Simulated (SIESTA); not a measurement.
Here is a SIESTA 5.4.2 calculation.

The input ZnS.fdf:

```
SystemName                      ZnS
SystemLabel                     ZnS
NumberOfSpecies                 2
NumberOfAtoms                   8
%block ChemicalSpeciesLabel
  1  30 Zn
  2  16 S
%endblock ChemicalSpeciesLabel

LatticeConstant                 1.0 Ang
%block LatticeVectors
     3.8227000000     0.0000000000     0.0000000000
    -1.9113500000     3.3105553110     0.0000000000
     0.0000000000     0.0000000000    12.5200000000
%endblock LatticeVectors
AtomicCoordinatesFormat         Fractional
%block AtomicCoordinatesAndAtomicSpecies
     0.6666666667     0.3333333333     0.7500000000  1  Zn
     0.3333333333     0.6666666667     0.2500000000  1  Zn
     0.0000000000     0.0000000000     0.5000000000  1  Zn
     0.0000000000     0.0000000000     0.0000000000  1  Zn
     0.6666666667     0.3333333333     0.9375000000  2  S
     0.3333333333     0.6666666667     0.4375000000  2  S
     0.0000000000     0.0000000000     0.6875000000  2  S
     0.0000000000     0.0000000000     0.1875000000  2  S
%endblock AtomicCoordinatesAndAtomicSpecies

%block kgrid.MonkhorstPack
    8   0   0  0.0
    0   8   0  0.0
    0   0   3  0.0
%endblock kgrid.MonkhorstPack
XC.Functional                   LDA
XC.Authors                      PW92
PAO.BasisSize                   DZP
PAO.EnergyShift                 0.003 Ry
Mesh.Cutoff                     800 Ry
OccupationFunction              FD
ElectronicTemperature           0.05 eV
MaxSCFIterations                120
SCF.MustConverge                false
SCF.Mixer.Method                Pulay
SCF.Mixer.Weight                0.25
SCF.Mixer.History               8
SCF.DM.Tolerance                5.0e-05
SCF.H.Tolerance                 1.0e-03 eV
WriteForces                     true
Charge.Mulliken                 end
BandLinesScale                  ReciprocalLatticeVectors
%block BandLines
    1    0.000000   0.000000   0.000000  \Gamma
   13    0.500000   0.000000   0.000000  M
    7    0.333333   0.333333   0.000000  K
   15    0.000000   0.000000   0.000000  \Gamma
    3    0.000000   0.000000   0.500000  A
   13    0.500000   0.000000   0.500000  L
    7    0.333333   0.333333   0.500000  H
   15    0.000000   0.000000   0.500000  A
    1    0.500000   0.000000   0.500000  L
    3    0.500000   0.000000   0.000000  M
    1    0.333333   0.333333   0.000000  K
    3    0.333333   0.333333   0.500000  H
%endblock BandLines
%block PAO.Basis
  Zn 5
  n=3 0 2
    2.281 0.000
  n=4 0 2
    6.292 0.000
  n=3 1 2
    2.537 0.000
  n=4 1 1
    6.292
  n=3 2 2
    4.164 0.000
%endblock PAO.Basis
```

Potentials or basis: PseudoDojo 0.4 standard (LDA files), DZP (energy shift 0.003 Ry; two zetas on semicore shells).

Command:

```bash
$ siesta < ZnS.fdf > ZnS.out 2>&1
```

Task: Estimate the band gap along the path.

Result: 2.27 eV, direct.

Task: Predict the largest force.

Result: 0.027 eV/Å.

Task: Estimate the pressure.

Result: -4.0 GPa.

Task: Predict the band gap on the k mesh.

Result: 2.27 eV, direct.

Levels at the corners of the path, in eV from the valence-band top:
| point | band 49 | band 50 | band 51 | band 52 | band 53 | band 54 | band 55 | band 56 |
| --- | --- | --- | --- | --- | --- | --- | --- | --- |
| Γ | -0.45 | -0.03 | 0.00 | 0.00 | 2.27 | 3.34 | 3.53 | 3.80 |
| M | -1.58 | -1.56 | -1.10 | -0.87 | 3.41 | 3.45 | 3.85 | 4.45 |
| K | -2.30 | -1.75 | -1.75 | -1.31 | 4.68 | 5.02 | 5.02 | 5.37 |
| Γ | -0.45 | -0.03 | 0.00 | 0.00 | 2.27 | 3.34 | 3.53 | 3.80 |
| A | -0.14 | -0.14 | -0.14 | -0.14 | 3.16 | 3.16 | 3.47 | 3.47 |
| L | -1.51 | -1.51 | -1.10 | -1.10 | 3.77 | 3.77 | 4.18 | 4.18 |
| H | -1.80 | -1.80 | -1.60 | -1.60 | 4.46 | 4.46 | 5.40 | 5.40 |
| A | -0.14 | -0.14 | -0.14 | -0.14 | 3.16 | 3.16 | 3.47 | 3.47 |
| L | -1.51 | -1.51 | -1.10 | -1.10 | 3.77 | 3.77 | 4.18 | 4.18 |
| M | -1.58 | -1.56 | -1.10 | -0.87 | 3.41 | 3.45 | 3.85 | 4.45 |
| K | -2.30 | -1.75 | -1.75 | -1.31 | 4.68 | 5.02 | 5.02 | 5.37 |
| H | -1.80 | -1.80 | -1.60 | -1.60 | 4.46 | 4.46 | 5.40 | 5.40 |

Caveat: short orbitals over semicore shells can move pressures by several GPa; the valence orbitals were made in a potential fitted to the semicore shell under them, which widens gaps by tenths of an eV or more; the basis of atomic orbitals isn't converged, which shifts pressures, moduli and gaps.

**Experimental background.**

From a printed reference work, monograph, for a bulk crystal of ZnS at 4 K: band gap 3.911 eV (direct).

Measured gap of ZnS: 3.911 eV (direct; 4 K; a printed reference work, monograph). This calculation gives 2.27 eV (-1.64 eV). The value is that of LDA in an atomic basis (PseudoDojo 0.4 standard (LDA files), DZP (energy shift 0.003 Ry; two zetas on semicore shells)), whose error adds to the functional's,, without temperature or zero-point motion. Semilocal functionals fall short of measured gaps as a rule.
